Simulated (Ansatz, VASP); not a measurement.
This is a calculation of Mg for VASP 6.6.1.

Contents of INCAR:

```
PREC = Accurate ; ENCUT = 520
EDIFF = 1E-7 ; ISMEAR = -1
SIGMA = 0.05 ; LREAL = False
LASPH = True ; NELM = 80
ALGO = Normal ; ISIF = 2
LWAVE = False ; LCHARG = True
GGA = PE ; LELF = True
LVHAR = True ; NBANDS = 9
```

File KPOINTS:

```
Automatic mesh
0
Gamma
  10 10 5
```

POSCAR

```
Mg
1.0
    3.1437856987      0.0000000000      0.0000000000
   -1.5718928494      2.7225982792      0.0000000000
    0.0000000000      0.0000000000      5.1039375022
Mg
2
Direct
    0.6666666667      0.3333333333      0.7500000000
    0.3333333333      0.6666666667      0.2500000000
```

Potentials or basis: VASP PAW PBE potentials, release 64 (Mg).

Launch:

```bash
$ cat potpaw_PBE.64/Mg/POTCAR > POTCAR
$ mpirun -np 1 vasp_std > vasp.out
```

**Question.** Translate it to Ansatz 0.2.0. Potentials there: all-electron LAPW, scalar-relativistic.

**Answer.** As run (the cutoff follows the program's own potentials):

File input.yaml:

```yaml
crystal:
  lattice:
    - [3.1437856987, 0.0, 0.0]
    - [-1.5718928494, 2.7225982792, 0.0]
    - [0.0, 0.0, 5.1039375022]
  atoms:
    - { symbol: Mg, position: [0.6666666667, 0.3333333333, 0.75] }
    - { symbol: Mg, position: [0.3333333333, 0.6666666667, 0.25] }
kpoints:
  mp_grid: { grid: [10, 10, 5] }
scf:
  occupations: { method: fermi_dirac, width: 0.05 }
hamiltonian:
  xc: pbe
  pseudopotentials: { kind: all_electron, lapw: { basis_error: 0.0005 } }
output:
  forces: true
  stress: true
  eigenvalues: true
```

Potentials or basis: all-electron LAPW, scalar-relativistic.

Launch:

```console
$ ansatz run input.yaml --threads 1 --pin off --max-ram 2560MiB --backend cpu --events-out ev --progress --plain --runs-dir out
```

Both were run:

|  | VASP | Ansatz | Ansatz less VASP |
| --- | --- | --- | --- |
| gap on the k mesh at the Fermi level (eV) | none | none | - |
| pressure (GPa) | 1.9 | 2.0 | +0.10 |
| largest component of the traceless stress (GPa) | 0.71 | 0.71 | +0.002 |

A gap of «none» marks a metal or a gap that the smearing closes. Ansatz ran all-electron here, so the differences hold the error of VASP's frozen core and of both bases.
